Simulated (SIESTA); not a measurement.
## BaTiO3 (Barioperovskite) under changes of volume

One of the cells (12.867 Å³/atom); the others are scaled copies at fixed shape and fractional positions:

```
Ba Ti O
1.0
     3.98550    0.00000    0.00000
     0.00000    2.83690    2.84515
     0.00000   -2.83690    2.84515
Ba Ti O
1 1 3
Direct
  0.00000 0.00000 0.00000
  0.50000 0.51240 0.51240
  0.50000 0.99184 0.50524
  0.50000 0.50524 0.99184
  0.00000 0.48740 0.48740
```

| Property | Result |
| --- | --- |
| Program | SIESTA 5.4.2 |
| Functional | LDA |
| Potentials or basis | PseudoDojo 0.4 standard (LDA files) |
| Basis | DZP (energy shift 0.003 Ry; two zetas on semicore shells; d shell added on Ba) |
| Grid cutoff | 800 Ry |
| Energy shift | 0.003 Ry |
| k mesh | 5 × 5 × 5 |
| Occupations | fermi-dirac, width 0.05 eV |
| Spin | no spin polarisation |

```tsv
volume (Å³/atom)	energy over the lowest point (meV/atom)	pressure (GPa)	gap on the mesh (eV)	largest force (eV/Å)
12.095	4.91	5.3	1.95	0.267
12.353	0.00	0.9	1.94	0.233
12.610	?	?	?	?
12.867	9.29	-6.4	1.85	0.286
13.125	22.12	-9.5	1.81	0.346
13.382	39.66	-12.2	1.77	0.407
13.639	61.34	-14.7	1.73	0.485
```

Problem. What does the run at 12.610 Å³/atom give?

Solution. Energy over the lowest point 1.71 meV/atom; pressure -3.0 GPa; gap on the mesh 1.90 eV; largest force 0.245 eV/Å.

Worked out: A Birch-Murnaghan fit of order 3 (a polynomial in V^(-2/3)) to the other rows has its minimum at 12.41 Å³/atom with B0 = V·E''(V) = 193 GPa and B' = 4.5 at fixed shape and positions, which overstates the stiffness. It gives 1.71 meV/atom at 12.610 Å³/atom, against the run's 1.71, and -dE/dV = -3.0 GPa, against -3.0. A parabola through the other rows of the gap, of slope -1.77 eV per unit of ln V there, gives 1.89 eV, against the run's 1.90.

Energies are extrapolated to zero smearing.

Caveats: this set's barium file shifts pressures by up to 1 GPa against other sets; spin-orbit coupling is left out, which moves the levels of the heavy elements; an odd mesh through Γ misses points on the zone boundary, where band edges often lie; the basis of atomic orbitals isn't converged, which shifts pressures, moduli and gaps.
